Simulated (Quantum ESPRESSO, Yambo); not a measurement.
# GaN (F-43m): G0W0 with Yambo, start to end, part 2 of 3

Wanted: ground state, empty states, screening and self-energy for GaN (F-43m).

Quantum ESPRESSO 7.5 and Yambo 5.3.0; PBE and many-body steps on it, plane waves. Known limits of the many-body steps: not at the basis limit; no spin-orbit coupling; coarse k mesh.

So far. Step 2 (Ground state): The gap is direct, at Γ. Step 3 (Bands along the symmetry lines): The gap is 1.753 eV, as in the run before at this level.

**4. Empty states on the mesh, 4×4×4 mesh, 108 bands**

Level of this step: DFT, PBE, plane waves, norm-conserving pseudopotentials (Quantum ESPRESSO).

The sums over transitions need many empty states on a uniform mesh; this step solves for them.

The input, pw.in:

```
&control
  calculation = 'nscf'
  prefix = 'x'
  outdir = 'o'
  pseudo_dir = 'pseudo'
/
&system
  ibrav = 0
  nat = 2
  ntyp = 2
  ecutwfc = 104.0
  nbnd = 108
  force_symmorphic = .true.
/
&electrons
  conv_thr = 1e-9
  electron_maxstep = 80
  diago_full_acc = .true.
  diago_thr_init = 5e-6
/
ATOMIC_SPECIES
  Ga 69.723 Ga.upf
  N 14.007 N.upf
CELL_PARAMETERS angstrom
  0.0000000000 2.2535006075 2.2535006075
  2.2535006075 0.0000000000 2.2535006075
  2.2535006075 2.2535006075 0.0000000000
ATOMIC_POSITIONS crystal
  Ga 0.0000000000 0.0000000000 0.0000000000
  N 0.7500000000 0.7500000000 0.7500000000
K_POINTS automatic
  4 4 4 0 0 0
```

Command:

```bash
$ OMP_NUM_THREADS=1 mpirun -n 8 pw.x -nk 4 -in pw.in > pw.out
```

The program printed:

```text
[banner, memory and clock lines left out]
Program PWSCF v.7.5 starts

     Atomic positions and unit cell read from directory:
     o/x.save/

     Message from routine setup:
     using ibrav=0 with symmetry is DISCOURAGED, use correct ibrav instead

     bravais-lattice index     =            0
     lattice parameter (alat)  =       6.0224  a.u.
     unit-cell volume          =     154.4542 (a.u.)^3
     number of atoms/cell      =            2
     number of atomic types    =            2
     number of electrons       =        26.00
     number of Kohn-Sham states=          108
     kinetic-energy cutoff     =     104.0000  Ry
     charge density cutoff     =     416.0000  Ry
     Exchange-correlation= PBE
                           (   1   4   3   4   0   0   0)

     celldm(1)=   6.022427  celldm(2)=   0.000000  celldm(3)=   0.000000
     celldm(4)=   0.000000  celldm(5)=   0.000000  celldm(6)=   0.000000

     crystal axes: (cart. coord. in units of alat)
               a(1) = (   0.000000   0.707107   0.707107 )
               a(2) = (   0.707107   0.000000   0.707107 )
               a(3) = (   0.707107   0.707107   0.000000 )

     reciprocal axes: (cart. coord. in units 2 pi/alat)
               b(1) = ( -0.707107  0.707107  0.707107 )
               b(2) = (  0.707107 -0.707107  0.707107 )
               b(3) = (  0.707107  0.707107 -0.707107 )
     Pseudo is Norm-conserving + core correction, Zval = 21.0
     Generated using ONCVPSP code by D. R. Hamann
     Using radial grid of 1902 points,  6 beta functions with:
     Pseudo is Norm-conserving + core correction, Zval =  5.0
     Generated using ONCVPSP code by D. R. Hamann
     Using radial grid of 1058 points,  4 beta functions with:
     Ga               21.00    69.72300     Ga( 1.00)
     N                 5.00    14.00700     N ( 1.00)

     24 Sym. Ops. (no inversion) found

   Cartesian axes

     site n.     atom                  positions (alat units)
         1        Ga     tau(   1) = (   0.0000000   0.0000000   0.0000000  )
         2        N      tau(   2) = (   1.0606602   1.0606602   1.0606602  )

     number of k points=     8
                       cart. coord. in units 2pi/alat
        k(    1) = (   0.0000000   0.0000000   0.0000000), wk =   0.0312500
        k(    2) = (   0.1767767   0.1767767  -0.1767767), wk =   0.2500000
        k(    3) = (  -0.3535534  -0.3535534   0.3535534), wk =   0.1250000
[...]
k(    7) = (  -0.7071068   0.0000000   0.0000000), wk =   0.0937500
        k(    8) = (  -0.7071068   0.3535534   0.0000000), wk =   0.1875000

     Dense  grid:    22219 G-vectors     FFT dimensions: (  40,  40,  40)

     The potential is recalculated from file :
     o/x.save/charge-density

     Starting wfcs are   17 randomized atomic wfcs +   91 random wfcs

     Band Structure Calculation

     End of band structure calculation

          k = 0.0000 0.0000 0.0000 (  2733 PWs)   bands (ev):

  -130.4589 -81.1977 -81.1977 -81.1977  -4.2755  -1.8859  -1.8859  -1.8859
    -1.5760  -1.5760  11.6293  11.6293  11.6293  13.3821  21.9917  21.9917
    21.9917  29.2607  30.4490  30.4490  30.4490  31.4228  31.4228  34.3362
[...]
146.6769 147.1351 147.1351 147.1351

          k = 0.1768 0.1768-0.1768 (  2764 PWs)   bands (ev):

[...]
148.2000 148.2000 149.0215 150.8141

          k =-0.3536-0.3536 0.3536 (  2788 PWs)   bands (ev):

[...]
132.4245 132.4245 133.5087 133.8780 138.6563 139.1195 139.1195 139.4760
   140.3849 140.3849 145.3589 145.3633 145.3633 148.0554 148.5598 148.5598
   148.7081 149.1674 150.1456 150.1456

          k = 0.3536 0.0000 0.0000 (  2786 PWs)   bands (ev):

     [... further k-points ...]

     highest occupied, lowest unoccupied level (ev):    11.6293   13.3821

     XML data file, pseudopotentials, collected wavefunctions
```

It took 5.3 s on 8 MPI ranks of Intel Xeon Platinum 8375C at 2.90GHz (Ice Lake), shared host; peak memory 0.51 GiB; 40 s of CPU time.

Numbers from this step:

```yaml
gap: 1.753 eV
k_of_the_valence_top: 0, 0, 0
k_of_the_conduction_bottom: 0, 0, 0
least_direct_gap: 1.753 eV
k_points_computed: 8
lowest_point_of_the_top_converged_band_above_the_valence_top: 134.2339 eV
```

On this mesh the gap is 1.753 eV.

**5. Conversion and set-up**

This step: Yambo 5.3.0; conversion and set-up on PBE, plane waves, norm-conserving pseudopotentials.

The states are converted to the many-body program's format and the q mesh is built.

Command:

```bash
$ (cd o/x.save; p2y > p2y.log; mv SAVE ../..); yambo > setup.log
```

The program printed:

```text
 Yambo, version 5.3.0

 [02] CORE Variables Setup
 =========================

  [02.01] Unit cells
  ==================

  Cell kind             :  FCC
  Atoms in the cell     :  Ga  N
  number of Ga atoms    :  1
  number of N  atoms    :  1

  List of atomic masses
  Mass of Ga    :  69.72300
  Mass of N     :  14.00700

  List of atomic coordinates    : [cc]
  Ga1       :  0.000000  0.000000  0.000000  order 1
  N1       :  6.387748  6.387748  6.387748  order 2

  Alat factors          :  4.258499  4.258499  4.258499 [a.u.]
  Direct lattice volume :  154.4542 [a.u.]
  Direct lattice vectors:  A[ 1 ]  A[ 2 ]  A[ 3 ]
   A[ 1 ]:  0.000000  1.000000  1.000000  [iru]
   0.000000  4.258499  4.258499  [cc]
   A[ 2 ]:  1.000000  0.000000  1.000000  [iru]
   4.258499  0.000000  4.258499  [cc]
   A[ 3 ]:  1.000000  1.000000  0.000000  [iru]
   4.258499  4.258499  0.000000  [cc]

  Recip. lattice volume :  1.605979 [a.u.]
  Recip. lattice vectors:  B[ 1 ]  B[ 2 ]  B[ 3 ]
   B[ 1 ]: -0.500000  0.500000  0.500000  [iku]
  -0.737723  0.737723  0.737723  [cc]
   B[ 2 ]:  0.500000 -0.500000  0.500000  [iku]
   0.737723 -0.737723  0.737723  [cc]
   B[ 3 ]:  0.500000  0.500000 -0.500000  [iku]
   0.737723  0.737723 -0.737723  [cc]

  [02.02] Symmetries
  ==================

  Inversion symmetry    : yes
  Spatial inversion     : no
  Inversion index       :  25
  K-space Time-reversal : yes
  Magnetic symmetries   : no
  Time-reversal derived K-space symmetries:   25   48
  Group table correct   : yes
  Symmetries units      :  [cc]

   [S  1]:   1.0000     -0.12224E-17 -0.12224E-17 -0.12224E-17   1.0000      0.12224E-17  0.12224E-17  0.12224E-17   1.0000
   [S  2]:  -1.0000      0.12224E-17 -0.12224E-17  0.12224E-17  -1.0000      0.12224E-17 -0.12224E-17 -0.12224E-17   1.0000
   [S  3]:  -1.0000     -0.12224E-17  0.12224E-17  0.12224E-17   1.0000     -0.12224E-17 -0.12224E-17  0.12224E-17  -1.0000
[...]
[S  9]: -0.12224E-17   1.0000     -0.12224E-17  0.12224E-17 -0.12224E-17   1.0000       1.0000      0.12224E-17  0.12224E-17
   [S 10]: -0.12224E-17  -1.0000      0.12224E-17  0.12224E-17  0.12224E-17  -1.0000       1.0000     -0.12224E-17 -0.12224E-17
     [... 36 further rows ...]
   [S*47]:   1.0000     -0.12224E-17  0.12224E-17 -0.12224E-17  0.12224E-17  -1.0000      0.12224E-17   1.0000     -0.12224E-17
   [S*48]:   1.0000      0.12224E-17 -0.12224E-17 -0.12224E-17 -0.12224E-17   1.0000      0.12224E-17  -1.0000      0.12224E-17

  [02.03] Reciprocal space
  ========================

  nG shells         :  257
  nG charge         :  22219
  nG WFs            :   3451
  nC WFs            :  2788
  G-vecs. in first 25 shells:  [ Number ]
     1    9   15   27   51   59   65   89  113
    137   169   181   229   259   283   307   331   339
    387   411   459   531   537   561   609
  ...
  Shell energy in first 25 shells:  [ mHa ]
[...]
K/Q-points units:
  rlu = crystal or reduced units; cc = cartesian coordinates; iku = interal k-units

  K [1]          [rlu]:  0.000000  0.000000  0.000000
         WF components:  2733
  K [2]          [rlu]:  0.10757E-16  0.10757E-16  0.25000
         WF components:  2764
  K [3]          [rlu]: -0.21514E-16 -0.21514E-16 -0.50000
         WF components:  2788
  K [4]          [rlu]:  0.42797E-17  0.25000      0.25000
         WF components:  2786
  K [5]          [rlu]: -0.45157E-17  0.25000     -0.50000
         WF components:  2763
  [... 2 further k-points ...]
  K [8]          [rlu]:  0.250000 -0.500000 -0.250000
         WF components:  2740

  [02.05] Energies & Occupations
  ==============================

  [X] === General ===
  [X] Electronic Temperature                        :  0.000000  0.000000 [eV K]
  [X] Bosonic    Temperature                        :  0.000000  0.000000 [eV K]
  [X] Finite Temperature mode                       : no
  [X] El. density                                   :  0.11360E+25 [cm-3]
  [X] Fermi Level                                   :  11.62933 [eV]

  [X] === Gaps and Widths ===
  [X] Conduction Band Min                           :  1.752814 [eV]
  [X] Valence Band Max                              :  0.000000 [eV]
  [X] Filled Bands                                  :  13
  [X] Empty Bands                                   :   14  108
  [X] Direct Gap                                    :  1.752814 [eV]
  [X] Direct Gap localized at k                     :  1
  [X] Indirect Gap                                  :  1.752814 [eV]
  [X] Indirect Gap between kpts                     :  1  1
  [X] Last valence band width                       :  3.622458 [eV]
  [X] 1st conduction band width                     :  4.731742 [eV]

  E @ K [1]:  [eV]
  -142.0882  -92.8270  -92.8270  -92.8270  -15.9048  -13.5153  -13.5153  -13.5153
   -13.205      -13.205     -0.69493E-09 -0.55121E-09   0.0000       1.7528       10.362       10.362
   10.36235  17.63133  18.81971  18.81971  18.81971  19.79350  19.79350  22.70690
[...]
occ @ K [1]
[...]
E @ K [2]:  [eV]
[...]
occ @ K [2]
[...]
E @ K [3]:  [eV]
[...]
occ @ K [3]
[...]
E @ K [4]:  [eV]
[...]
occ @ K [4]
[...]
E @ K [5]:  [eV]
[...]
occ @ K [5]
[...]
[... 2 further k-points ...]
  E @ K [8]:  [eV]
[...]
occ @ K [8]
[...]
0.000000  0.000000  0.000000  0.000000  0.000000  0.000000  0.000000  0.000000
   0.000000  0.000000  0.000000  0.000000  0.000000  0.000000  0.000000  0.000000

 [03] Transferred momenta grid and indexing
 ==========================================

 IBZ Q-points                                      :   8
 BZ  Q-points                                      :   64

 K/Q-points units:
 rlu = crystal or reduced units; cc = cartesian coordinates; iku = interal k-units

 Q [1]          [rlu]:  0.000000  0.000000  0.000000
 Q [2]          [rlu]:  0.10757E-16  0.10757E-16  0.25000
 Q [3]          [rlu]: -0.21514E-16 -0.21514E-16 -0.50000
[...]
Q [7]          [rlu]: -0.46183E-16 -0.50000     -0.50000
 Q [8]          [rlu]:  0.250000 -0.500000 -0.250000

  [03.01] X indexes
  =================

   [03.01.01] Sigma indexes
   ========================

 [06] Game Over & Game summary
```

Elapsed: 4 s, on 1 MPI rank; peak memory 0.24 GiB.

(Continued in part 3 of 3.)

[Paths, hosts, dates, memory and timing lines, banners, echoed tables and standing remarks are left out of the program output.]

[Logs are printed without paths, hosts, clocks, repeated set-up lines and the standing remarks that a program may print on its own settings, such as how far it seeks lower states.]

[Runs of the session that timed out or met a known fault of the program may be left out.]

[Hosts, paths, dates, database ids (printed as entryN), source tags and the programs' standing remarks are cut or masked in the printed files.]
